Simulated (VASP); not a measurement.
## Ir: single point with BLYP

Ir:

```
CELL_PARAMETERS angstrom
2.74791 0.00000 0.00000
-1.37395 2.37976 0.00000
0.00000 0.00000 8.97933
ATOMIC_POSITIONS crystal
Ir 0.00000 0.00000 0.00000
Ir 0.00000 0.00000 0.50000
Ir 0.33333 0.66667 0.25000
Ir 0.66667 0.33333 0.75000
```

This isn't the form of Ir at room conditions, which is fcc.

```
Program                : VASP 6.6.1
Task                   : single point
Functional             : BLYP
Potentials or basis    : VASP PAW PBE potentials, release 64 (Ir)
Cutoff                 : 520 eV
k mesh                 : 15 × 15 × 4
Occupations            : fermi-dirac, width 0.1 eV
Spin                   : no spin polarisation
Dipole correction      : no
Further INCAR settings : ALGO = Fast; EDIFF = 1e-06; NBANDS = 26
```

The pressure is 15.8 GPa. The band gap on the k mesh is none (metal or under the smearing width).

Levels at points of the mesh, in eV from the Fermi level:
```tsv
k point	band 14	band 15	band 16	band 17	band 18	band 19	band 20	band 21	band 22	band 23
(0.00, 0.00, 0.00)	-3.15	-3.15	-1.71	-1.71	-0.99	-0.99	-0.36	-0.35	-0.35	0.64
(0.00, 0.00, 0.50)	-3.41	-2.35	-2.35	-1.33	-1.33	-1.33	-1.33	0.19	0.19	0.19
```

Run time: 3.7 min on 1 thread of Intel(R) Xeon(R) Platinum 8175M CPU @ 2.50GHz (Skylake/Cascade Lake), with other jobs on the host, peak memory 0.23 GiB.

Caveat: so large a pressure means that the cell lies far from this level's equilibrium, or that cutoff or potentials fall short; the potentials were made for another functional, which shifts forces and pressure. Spin-orbit coupling is left out, which matters for the levels of Ir.
